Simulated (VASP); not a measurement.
# SnO2 (Pa-3) in VASP: Born charges and dielectric tensor with LDA

Aim: the Born charges and dielectric tensor of SnO2 with LDA.

All numbers are computed with VASP 6.6.1; they aren't measurements. Logs are shortened: lines on timing, memory, paths and dates and some standing lists are left out, and cuts for length are marked.

## Step 1: The structure

It takes space group Pa-3 (No. 205, cubic). The conventional cell has a = 5.116 Å, b = 5.116 Å, c = 5.116 Å, α = 90.00°, β = 90.00°, γ = 90.00°. Around Sn (site symmetry -3) lie 6 O at 2.09 Å. O (site symmetry 3) has 3 Sn at 2.09 Å as nearest neighbours.

Measurements of this composition are mostly on another form, of space group No. 136.

## Step 2: Born charges and dielectric tensor, LDA

File INCAR:

```
ALGO = Normal ; EDIFF = 1E-8
ENCUT = 600 ; GGA = CA
IBRION = 8 ; ISIF = 2
ISMEAR = 0 ; LASPH = T
LCHARG = F ; LEPSILON = T
LREAL = F ; LWAVE = F
NELM = 80 ; NSW = 1
PREC = Accurate ; SIGMA = 0.02
```

File KPOINTS:

```
k-points
0
Gamma
  6 6 6
```

File POSCAR:

```
SnO2
1.0
    5.1161500000      0.0000000000      0.0000000000
    0.0000000000      5.1161500000      0.0000000000
    0.0000000000      0.0000000000      5.1161500000
Sn O
4 8
Direct
    0.0000000000      0.5000000000      0.5000000000
    0.5000000000      0.5000000000      0.0000000000
    0.5000000000      0.0000000000      0.5000000000
    0.0000000000      0.0000000000      0.0000000000
    0.3391800000      0.1608200000      0.8391800000
    0.1608200000      0.8391800000      0.3391800000
    0.8391800000      0.3391800000      0.1608200000
    0.6608200000      0.6608200000      0.6608200000
    0.3391800000      0.3391800000      0.3391800000
    0.1608200000      0.6608200000      0.8391800000
    0.8391800000      0.1608200000      0.6608200000
    0.6608200000      0.8391800000      0.1608200000
```

Potentials or basis: VASP PAW LDA potentials, release 64 (Sn_d, O).

Run with:

```bash
cat potpaw_LDA.64/Sn_d/POTCAR potpaw_LDA.64/O/POTCAR > POTCAR
mpirun -np 1 vasp_std > vasp.out
```

OUTCAR:

```text
EDIFF = 1E-8
   ENCUT = 600
   GGA = CA
   IBRION = 8
   ISIF = 2
   ISMEAR = 0
   LASPH = T
   LEPSILON = T
   LREAL = F
   NELM = 80
   NSW = 1
   PREC = Accurate

 ion  position               nearest neighbor table
   1  0.000  0.500  0.500-   6 2.09   7 2.09   8 2.09   9 2.09  10 2.09  11 2.09   2 3.62   3 3.62
                             4 3.62   2 3.62   4 3.62   3 3.62   4 3.62   4 3.62   2 3.62   3 3.62
   2  0.500  0.500  0.000-   5 2.09   7 2.09   8 2.09   9 2.09  10 2.09  12 2.09   1 3.62   3 3.62
                             4 3.62   1 3.62   3 3.62   3 3.62   4 3.62   3 3.62   1 3.62   4 3.62
   3  0.500  0.000  0.500-   5 2.09   6 2.09   8 2.09   9 2.09  11 2.09  12 2.09   1 3.62   2 3.62
                             4 3.62   2 3.62   4 3.62   1 3.62   2 3.62   2 3.62   1 3.62   4 3.62
   4  0.000  0.000  0.000-   5 2.09   6 2.09   7 2.09  10 2.09  11 2.09  12 2.09   1 3.62   2 3.62
                             3 3.62   1 3.62   3 3.62   1 3.62   2 3.62   1 3.62   2 3.62   3 3.62
   5  0.339  0.161  0.839-   2 2.09   3 2.09   4 2.09
   6  0.161  0.839  0.339-   1 2.09   3 2.09   4 2.09
   7  0.839  0.339  0.161-   1 2.09   2 2.09   4 2.09
   8  0.661  0.661  0.661-   1 2.09   2 2.09   3 2.09
   9  0.339  0.339  0.339-   1 2.09   2 2.09   3 2.09
  10  0.161  0.661  0.839-   1 2.09   2 2.09   4 2.09
  11  0.839  0.161  0.661-   1 2.09   3 2.09   4 2.09
  12  0.661  0.839  0.161-   2 2.09   3 2.09   4 2.09

  LATTYP: Found a simple cubic cell.
 ALAT       =     5.1161500000

[... 1961 lines left out ...]
  5X    -0.766673    0.040362   -0.583862    1.876874    1.808832    0.498900    1.716460   -0.911881   -1.948579    3.588831    2.211525   -2.062217  -12.764746   -3.964585    3.968367   -0.027655    0.314376   -0.256687    1.025260   -0.260297    0.151740    0.454975    0.150430   -0.309328   -0.376587    0.112620   -0.470510    0.098200    0.470548    0.113378    4.693790    0.464353    0.466975    0.481271   -0.436282    0.431824
  5Y     0.583862   -0.766673    0.040362    2.062217    3.588831    2.211525   -0.498900    1.876874    1.808832    1.948579    1.716460   -0.911881   -3.968367  -12.764746   -3.964585    0.309328    0.454975    0.150430    0.256687   -0.027655    0.314376   -0.151740    1.025260   -0.260297   -0.113378    0.098200    0.470548   -0.466975    4.693790    0.464353    0.470510   -0.376587    0.112620   -0.431824    0.481271   -0.436282
  5Z    -0.040362    0.583862   -0.766673    0.911881    1.948579    1.716460   -2.211525    2.062217    3.588831   -1.808832   -0.498900    1.876874    3.964585   -3.968367  -12.764746    0.260297   -0.151740    1.025260   -0.150430    0.309328    0.454975   -0.314376    0.256687   -0.027655   -0.464353   -0.466975    4.693790   -0.112620    0.470510   -0.376587   -0.470548   -0.113378    0.098200    0.436282   -0.431824    0.481271
  6X     1.876874    1.808832   -0.498900   -0.766673    0.040362    0.583862    3.588831    2.211525    2.062217    1.716460   -0.911881    1.948579   -0.027655    0.314376    0.256687  -12.764746   -3.964585   -3.968367    0.454975    0.150430    0.309328    1.025260   -0.260297   -0.151740    0.098200    0.470548   -0.113378   -0.376587    0.112620    0.470510    0.481271   -0.436282   -0.431824    4.693790    0.464353   -0.466975
  6Y     2.062217    3.588831   -2.211525    0.583862   -0.766673   -0.040362    1.948579    1.716460    0.911881   -0.498900    1.876874   -1.808832    0.309328    0.454975   -0.150430   -3.968367  -12.764746    3.964585   -0.151740    1.025260    0.260297    0.256687   -0.027655   -0.314376   -0.466975    4.693790   -0.464353   -0.113378    0.098200   -0.470548   -0.431824    0.481271    0.436282    0.470510   -0.376587   -0.112620
[... 5 lines left out ...]
  8Y    -1.948579    1.716460    0.911881    0.498900    1.876874   -1.808832   -2.062217    3.588831   -2.211525   -0.583862   -0.766673   -0.040362    0.151740    1.025260    0.260297   -0.256687   -0.027655   -0.314376   -0.309328    0.454975   -0.150430    3.968367  -12.764746    3.964585    0.431824    0.481271    0.436282   -0.470510   -0.376587   -0.112620    0.466975    4.693790   -0.464353    0.113378    0.098200   -0.470548
  8Z    -1.808832    0.498900    1.876874   -2.211525   -2.062217    3.588831    0.911881   -1.948579    1.716460   -0.040362   -0.583862   -0.766673   -0.314376   -0.256687   -0.027655   -0.150430   -0.309328    0.454975    0.260297    0.151740    1.025260    3.964585    3.968367  -12.764746    0.436282    0.431824    0.481271   -0.470548    0.113378    0.098200   -0.112620   -0.470510   -0.376587   -0.464353    0.466975    4.693790
  9X     3.588831   -2.211525   -2.062217    1.716460    0.911881   -1.948579    1.876874   -1.808832    0.498900   -0.766673   -0.040362   -0.583862   -0.376587   -0.112620   -0.470510    0.098200   -0.470548    0.113378    4.693790   -0.464353    0.466975    0.481271    0.436282    0.431824  -12.764746    3.964585    3.968367   -0.027655   -0.314376   -0.256687    1.025260    0.260297    0.151740    0.454975   -0.150430   -0.309328
  9Y    -1.948579    1.716460    0.911881    0.498900    1.876874   -1.808832   -2.062217    3.588831   -2.211525   -0.583862   -0.766673   -0.040362    0.113378    0.098200   -0.470548    0.466975    4.693790   -0.464353   -0.470510   -0.376587   -0.112620    0.431824    0.481271    0.436282    3.968367  -12.764746    3.964585   -0.309328    0.454975   -0.150430   -0.256687   -0.027655   -0.314376    0.151740    1.025260    0.260297
  9Z    -1.808832    0.498900    1.876874   -2.211525   -2.062217    3.588831    0.911881   -1.948579    1.716460   -0.040362   -0.583862   -0.766673   -0.464353    0.466975    4.693790   -0.112620   -0.470510   -0.376587   -0.470548    0.113378    0.098200    0.436282    0.431824    0.481271    3.964585    3.968367  -12.764746    0.260297    0.151740    1.025260   -0.150430   -0.309328    0.454975   -0.314376   -0.256687   -0.027655
 10X     1.716460    0.911881    1.948579    3.588831   -2.211525    2.062217   -0.766673   -0.040362    0.583862    1.876874   -1.808832   -0.498900    0.098200   -0.470548   -0.113378   -0.376587   -0.112620    0.470510    0.481271    0.436282   -0.431824    4.693790   -0.464353   -0.466975   -0.027655   -0.314376    0.256687  -12.764746    3.964585   -3.968367    0.454975   -0.150430    0.309328    1.025260    0.260297   -0.151740
 10Y     0.498900    1.876874    1.808832   -1.948579    1.716460   -0.911881   -0.583862   -0.766673    0.040362   -2.062217    3.588831    2.211525    0.466975    4.693790    0.464353    0.113378    0.098200    0.470548    0.431824    0.481271   -0.436282   -0.470510   -0.376587    0.112620   -0.309328    0.454975    0.150430    3.968367  -12.764746   -3.964585    0.151740    1.025260   -0.260297   -0.256687   -0.027655    0.314376
 10Z     2.211525    2.062217    3.588831    1.808832   -0.498900    1.876874    0.040362    0.583862   -0.766673   -0.911881    1.948579    1.716460    0.112620    0.470510   -0.376587    0.464353   -0.466975    4.693790   -0.436282   -0.431824    0.481271    0.470548   -0.113378    0.098200   -0.260297   -0.151740    1.025260   -3.964585   -3.968367  -12.764746    0.314376    0.256687   -0.027655    0.150430    0.309328    0.454975
 11X     1.876874    1.808832   -0.498900   -0.766673    0.040362    0.583862    3.588831    2.211525    2.062217    1.716460   -0.911881    1.948579    4.693790    0.464353   -0.466975    0.481271   -0.436282   -0.431824   -0.376587    0.112620    0.470510    0.098200    0.470548   -0.113378    1.025260   -0.260297   -0.151740    0.454975    0.150430    0.309328  -12.764746   -3.964585   -3.968367   -0.027655    0.314376    0.256687
 11Y     2.062217    3.588831   -2.211525    0.583862   -0.766673   -0.040362    1.948579    1.716460    0.911881   -0.498900    1.876874   -1.808832    0.470510   -0.376587   -0.112620   -0.431824    0.481271    0.436282   -0.113378    0.098200   -0.470548   -0.466975    4.693790   -0.464353    0.256687   -0.027655   -0.314376   -0.151740    1.025260    0.260297   -3.968367  -12.764746    3.964585    0.309328    0.454975   -0.150430
 11Z    -0.911881   -1.948579    1.716460    0.040362   -0.583862   -0.766673    1.808832    0.498900    1.876874    2.211525   -2.062217    3.588831    0.470548    0.113378    0.098200   -0.436282    0.431824    0.481271    0.464353    0.466975    4.693790    0.112620   -0.470510   -0.376587    0.150430   -0.309328    0.454975    0.314376   -0.256687   -0.027655   -3.964585    3.968367  -12.764746   -0.260297    0.151740    1.025260
 12X    -0.766673    0.040362   -0.583862    1.876874    1.808832    0.498900    1.716460   -0.911881   -1.948579    3.588831    2.211525   -2.062217    0.481271   -0.436282    0.431824    4.693790    0.464353    0.466975    0.098200    0.470548    0.113378   -0.376587    0.112620   -0.470510    0.454975    0.150430   -0.309328    1.025260   -0.260297    0.151740   -0.027655    0.314376   -0.256687  -12.764746   -3.964585    3.968367
 12Y     0.583862   -0.766673    0.040362    2.062217    3.588831    2.211525   -0.498900    1.876874    1.808832    1.948579    1.716460   -0.911881   -0.431824    0.481271   -0.436282    0.470510   -0.376587    0.112620   -0.466975    4.693790    0.464353   -0.113378    0.098200    0.470548   -0.151740    1.025260   -0.260297    0.256687   -0.027655    0.314376    0.309328    0.454975    0.150430   -3.968367  -12.764746   -3.964585
 12Z    -0.040362    0.583862   -0.766673    0.911881    1.948579    1.716460   -2.211525    2.062217    3.588831   -1.808832   -0.498900    1.876874    0.436282   -0.431824    0.481271   -0.470548   -0.113378    0.098200   -0.112620    0.470510   -0.376587   -0.464353   -0.466975    4.693790   -0.314376    0.256687   -0.027655   -0.150430    0.309328    0.454975    0.260297   -0.151740    1.025260    3.964585   -3.968367  -12.764746

 Eigenvectors and eigenvalues of the dynamical matrix
   1 f  =   18.719982 THz   117.621114 2PiTHz  624.431377 cm-1    77.419589 meV
   2 f  =   18.719982 THz   117.621114 2PiTHz  624.431377 cm-1    77.419589 meV
   3 f  =   18.719982 THz   117.621114 2PiTHz  624.431377 cm-1    77.419589 meV
   4 f  =   18.243012 THz   114.624225 2PiTHz  608.521381 cm-1    75.447002 meV
   5 f  =   18.243012 THz   114.624225 2PiTHz  608.521381 cm-1    75.447002 meV
   6 f  =   18.154287 THz   114.066750 2PiTHz  605.561837 cm-1    75.080065 meV
[... 25 lines left out ...]
  32 f  =    3.019194 THz    18.970156 2PiTHz  100.709476 cm-1    12.486378 meV
  33 f  =    3.019194 THz    18.970156 2PiTHz  100.709476 cm-1    12.486378 meV
  34 f/i=    0.012385 THz     0.077815 2PiTHz    0.413109 cm-1     0.051219 meV
  35 f/i=    0.012385 THz     0.077815 2PiTHz    0.413109 cm-1     0.051219 meV
  36 f/i=    0.012385 THz     0.077815 2PiTHz    0.413109 cm-1     0.051219 meV

 MACROSCOPIC STATIC DIELECTRIC TENSOR IONIC CONTRIBUTION
 ------------------------------------------------------
          18.287886     0.000000    -0.000000
           0.000000    18.287886    -0.000000
          -0.000000    -0.000000    18.287886
 ------------------------------------------------------

 ELASTIC MODULI CONTR FROM IONIC RELAXATION (kBar)
 Direction    XX          YY          ZZ          XY          YZ          ZX
 --------------------------------------------------------------------------------
 XX        -144.8137     25.9547     25.9547      0.0000     -0.0000     -0.0000
 YY          25.9547   -144.8137     25.9547     -0.0000     -0.0000      0.0000
 ZZ          25.9547     25.9547   -144.8137      0.0000      0.0000      0.0000
 XY           0.0000      0.0000     -0.0000    -88.0666     -0.0000     -0.0000
 YZ          -0.0000     -0.0000      0.0000     -0.0000    -88.0666     -0.0000
 ZX           0.0000     -0.0000      0.0000     -0.0000     -0.0000    -88.0666
 --------------------------------------------------------------------------------

 PIEZOELECTRIC TENSOR IONIC CONTR  for field in x, y, z        (C/m^2)
          XX          YY          ZZ          XY          YZ          ZX
  --------------------------------------------------------------------------------
  x     0.00000     0.00000     0.00000     0.00000     0.00000    -0.00000
  y    -0.00000    -0.00000    -0.00000    -0.00000     0.00000     0.00000
  z     0.00000     0.00000     0.00000    -0.00000     0.00000    -0.00000
```

It took 77 min on 1 thread of Intel Xeon 6975P-C (Granite Rapids), shared host; peak memory 2 GiB.

What came out:

```yaml
Band_gap_on_the_k_mesh: 0.83 eV, indirect (least direct gap 0.91 eV)
Electronic_dielectric_tensor_diagonal: 5.96
Born_charges_mean_of_the_diagonal: Sn +4.36; O -2.18 e
Highest_phonon_frequency_at_Γ_LO-TO_splitting_left_out: 624 cm⁻¹
```

Phonon frequencies in cm⁻¹ (negative: imaginary):
```
              q point                                                                                                                                frequencies
(0.000, 0.000, 0.000)  0 0 0 101 101 101 165 166 166 210 210 210 233 288 288 288 305 305 305 317 433 433 453 453 453 524 524 524 606 606 606 609 609 624 624 624
```

Electronic dielectric tensor:
```
5.96 0.00 0.00
0.00 5.96 0.00
0.00 0.00 5.96
```

Born effective charge tensors (e):
atom 1, Sn
```
 4.36  0.31  0.00
 0.00  4.36  0.31
-0.31  0.00  4.36
```
atom 2, Sn
```
 4.36  0.31  0.00
 0.00  4.36 -0.31
 0.31  0.00  4.36
```
atom 3, Sn
```
 4.36 -0.31  0.00
 0.00  4.36  0.31
 0.31  0.00  4.36
```
atom 4, Sn
```
 4.36 -0.31  0.00
 0.00  4.36 -0.31
-0.31  0.00  4.36
```
atom 5, O
```
-2.18 -0.26  0.35
-0.35 -2.18 -0.26
 0.26 -0.35 -2.18
```
atom 6, O
```
-2.18 -0.26 -0.35
-0.35 -2.18  0.26
-0.26  0.35 -2.18
```
atom 7, O
```
-2.18  0.26 -0.35
 0.35 -2.18 -0.26
-0.26 -0.35 -2.18
```
atom 8, O
```
-2.18  0.26  0.35
 0.35 -2.18  0.26
 0.26  0.35 -2.18
```
atom 9, O
```
-2.18  0.26  0.35
 0.35 -2.18  0.26
 0.26  0.35 -2.18
```
atom 10, O
```
-2.18  0.26 -0.35
 0.35 -2.18 -0.26
-0.26 -0.35 -2.18
```
atom 11, O
```
-2.18 -0.26 -0.35
-0.35 -2.18  0.26
-0.26  0.35 -2.18
```
atom 12, O
```
-2.18 -0.26  0.35
-0.35 -2.18 -0.26
 0.26 -0.35 -2.18
```

Caveat: spin-orbit coupling is left out, which moves the levels of the heavy elements. A k mesh can miss the band edges.
